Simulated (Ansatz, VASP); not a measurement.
**Cross-check of GaN between VASP and Ansatz**

One calculation is typed for both programs; each brings its own data sets and cutoff. How far apart do they land?

Calculated with Ansatz 0.2.0; plane waves, with VASP 6.6.1 beside it; G0W0 gap at PBE.

### Step 1. The starting structure

It takes space group F-43m (No. 216, cubic). The conventional cell has a = 4.507 Å, b = 4.507 Å, c = 4.507 Å, α = 90.00°, β = 90.00°, γ = 90.00°. Nearest to Ga lie 4 N at 1.95 Å. Nearest to N lie 4 Ga at 1.95 Å. Farther neighbours and most contacts between anions are not listed.

### Step 2. Ansatz: G0W0 gap, PBE

Ansatz runs on its default PAW (the set named soft_2) files.

Quasiparticle shifts depend on high empty states and on the cores, so they are the hardest test of two PAW sets.

Contents of input.yaml:

```yaml
crystal:
  lattice:
    - [0.0, 2.2535006075, 2.2535006075]
    - [2.2535006075, 0.0, 2.2535006075]
    - [2.2535006075, 2.2535006075, 0.0]
  atoms:
    - { symbol: Ga, position: [0.0, 0.0, 0.0] }
    - { symbol: "N", position: [0.75, 0.75, 0.75] }
hamiltonian:
  xc: pbe
  pseudopotentials: { kind: paw }
kpoints:
  mp_grid: { grid: [6, 6, 6] }
scf:
  occupations: { method: fixed }
gw:
  n_empty_bands: 63
  ecut_chi: 120.0
  qp_bands: [v2, c2]
  qp_kpoints: band_edges
  screening: { model: contour_deformation }
```

Launch:

```console
$ ansatz run input.yaml --threads 4 --pin off --max-ram 9216MiB --backend cpu --events-out ev --progress --plain --runs-dir out
```

Numbers of over 12 decimals in the logs are rounded to 6 here.

What it wrote:

```text
Engine: ansatz 0.2.0, x86_64-unknown-linux-gnu
Pseudopotentials: kind: paw
Pseudopotential: Ga, paw, valence charge 13, recommended cutoff 420 eV (normal), Ga.paw.azcp
Pseudopotential: N, paw, valence charge 5, recommended cutoff 420 eV (normal), N.paw.azcp
Functional definition: PBE
  parameter kappa = 0.804
  parameter beta = 0.066725
  exchange = pbe_x(kappa = kappa, mu = beta*pi^2/3)
  correlation = pbe_c(beta = beta)
Crystal: 2 atoms, lattice volume = 22.888 Å³
Basis set: ecut = 420 eV, 459 PW (Γ)
Bands: 13, of which v1, the nominal top of the filled ones, is band 9 counted from 1 (8 counted from 0)
Symmetry: 24 space group operations
Space group: F-43m (ITA 216), of the structure as read, at distance tolerance 2.8e-5 Å
k-points: 16 of 216 (time reversal used)
Non-local potential: Ga, projectors of the file, l = 0: 2, l = 1: 2, l = 2: 3, l = 3: 1
Non-local potential: N, projectors of the file, l = 0: 2, l = 1: 2, l = 2: 1
PAW form: soft (Blöchl's): semilocal exchange-correlation on the pseudo side does not see the compensation charge
PAW one-centre angular grid: Ga, 590 points (default); XC on 64 Gauss nodes
PAW one-centre angular grid: N, 110 points (default); XC on 64 Gauss nodes
Initial density: superposition of atomic densities (neutral atoms: chi_scale 0, normalization atom), corrected by the library's trained network
Initial wavefunctions: pseudopotential atomic-orbital guess
Functional: x = pbe(κ = 0.804, μ = 0.219515), c = pbe(β = 0.066725)
SCF iter   1: F=—  HF=-4167.893289 eV  |F-HF|=—  |Δ(HF+E_count)|=         —  Δρ=6.43e-4  dr2=3.03e-5  ethr=1.77e-3  ⟨swp⟩=4.2  Hψ=953  notcnv=0  defer=23
preconditioner: auto → none  [insulator: Δε(μ)=1.714 eV  Ē_g=18.754 eV  n_scr=8 (ndim 8)  ℏωp=32.9 eV  f_vac=0.001  ε∞_Penn≈4.1]
SCF iter   2: F=—  HF=-4167.893561 eV  |F-HF|=—  |Δ(HF+E_count)|=   2.72e-4  Δρ=3.51e-4  dr2=1.06e-5  ethr=1.68e-7  ⟨swp⟩=2.9  Hψ=530  notcnv=0  defer=32
SCF iter   3: F=—  HF=-4167.893599 eV  |F-HF|=—  |Δ(HF+E_count)|=   3.74e-5  Δρ=1.72e-4  dr2=2.64e-6  ethr=5.87e-8  ⟨swp⟩=2.6  Hψ=352  notcnv=0  defer=32
SCF iter   4: F=—  HF=-4167.893612 eV  |F-HF|=—  |Δ(HF+E_count)|=   1.30e-5  Δρ=5.86e-5  dr2=4.96e-7  ethr=1.47e-8  ⟨swp⟩=2.0  Hψ=350  notcnv=0  defer=32
iter 5 did not close the SCF: its close was put off for the readings that it lacked (scf_convergence_deferred on its scf_iter line)
SCF iter   5: F=-4167.893612 eV  HF=-4167.893612 eV  |F-HF|=6.90e-8  |Δ(HF+E_count)|=   1.31e-7  Δρ=1.46e-5  dr2=3.93e-8  ethr=2.75e-9  ⟨swp⟩=2.0  Hψ=351  notcnv=0  defer=32
SCF iter   6: F=-4167.893612 eV  HF=-4167.893612 eV  |F-HF|=6.09e-10  |Δ(HF+E_count)|=   2.28e-8  Δρ=5.15e-6  dr2=2.21e-9  ethr=2.18e-10  ⟨swp⟩=3.8  Hψ=911  notcnv=0
SCF 1 converged in 6 iterations: F = -4167.893612 eV  dr2 = 2.21e-9
  greatest PAW one-centre occupation: 0.995 electrons in one spin orbital (limit 2), on the Ga atom at site 0 (counted from 0), in its partial waves of l = 2
NSCF: frozen V_eff on 16 k-points
G₀W₀ screening: q 1/16
G₀W₀ screening: q 2/16 (q-point 6)
G₀W₀ screening: q 3/16 (q-point 7)
G₀W₀ screening: q 4/16 (q-point 8)
G₀W₀ screening: q 5/16 (q-point 11)
G₀W₀ screening: q 6/16 (q-point 14)
G₀W₀ screening: q 7/16 (q-point 15)
G₀W₀ screening: q 8/16 (q-point 9)
G₀W₀ screening: q 9/16 (q-point 12)
G₀W₀ screening: q 10/16 (q-point 16)
G₀W₀ screening: q 11/16 (q-point 2)
G₀W₀ screening: q 12/16 (q-point 3)
G₀W₀ screening: q 13/16 (q-point 5)
G₀W₀ screening: q 14/16 (q-point 10)
G₀W₀ screening: q 15/16 (q-point 4)
G₀W₀ screening: q 16/16 (q-point 13)
G₀W₀ self-energy: k 1/8
G₀W₀ self-energy: k 2/8
G₀W₀ self-energy: k 3/8
G₀W₀ self-energy: k 4/8
G₀W₀ self-energy: k 5/8
G₀W₀ self-energy: k 6/8
G₀W₀ self-energy: k 7/8
G₀W₀ self-energy: k 8/8
NSCF: frozen V_eff on 1 k-points
NSCF: frozen V_eff on 1 k-points
SCF converged after 6 iterations
Free energy (F): -4167.893612 eV
Harris-Foulkes:  -4167.893612 eV  (|F-HF|=6.09e-10)
Internal energy: -4167.893612 eV  (E = F + TS)
E sigma→0 (E₀):  -4167.893612 eV
Fermi energy:    9.654814 eV
--- Per-component energies (eV) ---
  E_band       = -5.612742
  E_kinetic    = 247.156418
  E_local      = -1949.992026  (includes V_loc(G=0)·N_el)
  E_nonlocal   = 474.313501
  E_hartree    = 897.152484
  E_xc         = -128.812919
  E_vxc        = -134.155524  (∫ρ·V_xc dr)
  E_paw        = -2120.276254  (= ΣΔE_a)
  E_vpaw       = -437.238303  (= ΣTr[D̂ρ^β])
  E_aug_tail   = 0.000139  (compensation charges beyond the density's cutoff)
  E_ewald      = -1587.434954
  E_smearing   = -0.000000  (= −TS)
  E_closure    = -0.000000  (closes the sum)
  Σ components = -4167.893612   (vs F -4167.893612, Δ=0.00e0)
--- Band table (eV; the first three rows and the last of 16) ---
  k-point 0: bands = [... 5 lower, -3.5204, 9.6548, 9.6548, 9.6548, 11.3697, 19.9619, 19.9619, 19.9619]
  k-point 1: bands = [... 5 lower, -3.5218, 7.3698, 9.3839, 9.3839, 12.9815, 18.9169, 20.3164, 20.3164]
  k-point 2: bands = [... 5 lower, -3.0357, 4.2958, 8.9033, 8.9033, 14.1149, 18.2920, 20.2850, 20.2850]
  k-point 15: bands = [... 5 lower, -1.6127, 3.8235, 6.2244, 6.2263, 14.9505, 17.5611, 20.9577, 21.0055]
--- G₀W₀: contour deformation, 6 samples at zero and on the imaginary axis and 3 off it, 216 q-points, 63 empty bands' worth ---
  eigenvalues of the whole cell's RPA ε∞ on this k-mesh (on a slab, of 1 + 4πα/V) = 6.6448, 6.6448, 6.6448; static W/v taken at q = 0 is 0.150494
  bands read: the sum over 72 bands ends inside a degenerate multiplet in 2 slots, whose members it reads at an even weight; the widest, k=2: bands 72 to 73 (counted from 1) at 1/2 each
  gw.qp_kpoints: band_edges: 8 of 16 stored k-points solved, in 1 pass; an edge of the gap read off the rows below is read off those points alone
    valence top: of the k-points left out ik 4 came nearest to being solved in a further pass, in band 8 (counted from 1, as in the quasiparticle table): it holds the edge there only if its correction is more favourable than any solved in that band by at least 0.790 eV; those differ by 0.324 eV
    conduction bottom: of the k-points left out ik 4 came nearest to being solved in a further pass, in band 10 (counted from 1, as in the quasiparticle table): it holds the edge there only if its correction is more favourable than any solved in that band by at least 1.763 eV; those differ by 0.590 eV
    ik  band        ε_KS         Σx   Σc(E_QP)       V_xc       Z   E_QP_lin       E_QP  E_QP is
     0     8      9.6548   -23.8931     3.1562   -20.2591  0.7647     9.1728     9.1770  root
     0     9      9.6548   -23.8931     3.1562   -20.2591  0.7647     9.1728     9.1770  root
     0    10     11.3697   -11.4697    -3.6372   -15.7048  0.7984    11.9736    11.9676  root
     0    11     19.9619    -7.8557    -5.3007   -13.8885  0.7907    20.7062    20.6938  root
     1     8      9.3839   -23.5945     3.2147   -19.8706  0.7640     8.8698     8.8748  root
     1     9      9.3839   -23.5945     3.2147   -19.8706  0.7640     8.8698     8.8748  root
     1    10     12.9815   -11.7672    -3.8122   -16.2733  0.7892    13.6845    13.6753  root
     1    11     18.9169    -8.2589    -5.2620   -14.2829  0.7862    19.6937    19.6788  root
     2     8      8.9033   -23.0977     3.3246   -19.2180  0.7622     8.3419     8.3482  root
     2     9      8.9033   -23.0977     3.3246   -19.2180  0.7622     8.3419     8.3482  root
     2    10     14.1149   -10.3403    -4.4205   -15.4981  0.7964    14.8635    14.8521  root
     2    11     18.2920    -8.9622    -5.4900   -15.2796  0.7607    19.1344    19.1194  root
     3     8      8.6876   -22.8665     3.3708   -18.9230  0.7613     8.1082     8.1150  root
     3     9      8.6876   -22.8665     3.3708   -18.9230  0.7613     8.1082     8.1150  root
     3    10     14.2903   -10.0933    -4.4572   -15.2649  0.8033    15.0150    15.0047  root
     3    11     18.3749    -8.9734    -5.7309   -15.5179  0.7418    19.2075    19.1886  root
     8     8      7.9208   -22.1459     3.4382   -18.0407  0.7589     7.2433     7.2539  root
     8     9      9.2504   -23.4287     3.2478   -19.6650  0.7634     8.7292     8.7344  root
     8    10     14.4303   -11.2465    -4.3892   -16.4586  0.7810    15.2686    15.2531  root
     8    11     18.3194    -9.1928    -5.1795   -15.1746  0.7827    19.1371    19.1216  root
     9     8      7.5367   -21.8224     3.5869   -17.5499  0.7550     6.8397     6.8512  root
     9     9      7.5367   -21.8224     3.5869   -17.5499  0.7550     6.8397     6.8512  root
     9    10     13.8948    -8.6602    -4.1677   -13.2280  0.8043    14.2978    14.2949  root
     9    11     16.6269   -10.1539    -4.9032   -15.9421  0.7948    17.5310    17.5119  root
    12     8      6.9526   -21.2100     3.6962   -16.7986  0.7509     6.2242     6.2374  root
    12     9      6.9526   -21.2100     3.6962   -16.7986  0.7509     6.2242     6.2374  root
    12    10     13.0057    -8.6604    -3.9134   -12.8063  0.8145    13.2391    13.2382  root
    12    11     16.3189    -9.8694    -4.7118   -15.3535  0.8028    17.1046    17.0911  root
    14     8      5.9406   -21.2101     3.9221   -16.4864  0.7407     5.1172     5.1389  root
    14     9      7.2843   -21.4456     3.5670   -17.1618  0.7550     6.5545     6.5676  root
    14    10     16.1766    -9.3343    -4.5348   -14.4081  0.7867    16.7220    16.7156  root
    14    11     17.1677   -10.6443    -5.2849   -16.9423  0.7705    18.2120    18.1808  root
```

Elapsed: 6.6 s, on 4 threads of Intel Xeon Platinum 8488C (Sapphire Rapids), shared host; peak memory 0.38 GiB; 21 s of CPU time.

(Continued in part 2 of 2.)

[Lines on the potential files, build, host, timing and source positions are cut from VASP's logs without a mark.]

[Logs are printed without paths, hosts, clocks, repeated set-up lines and the standing remarks that a program may print on its own settings, such as how far it seeks lower states.]

[Hosts, paths, dates, database ids (printed as entryN), source tags and the programs' standing remarks are cut or masked in the printed files.]
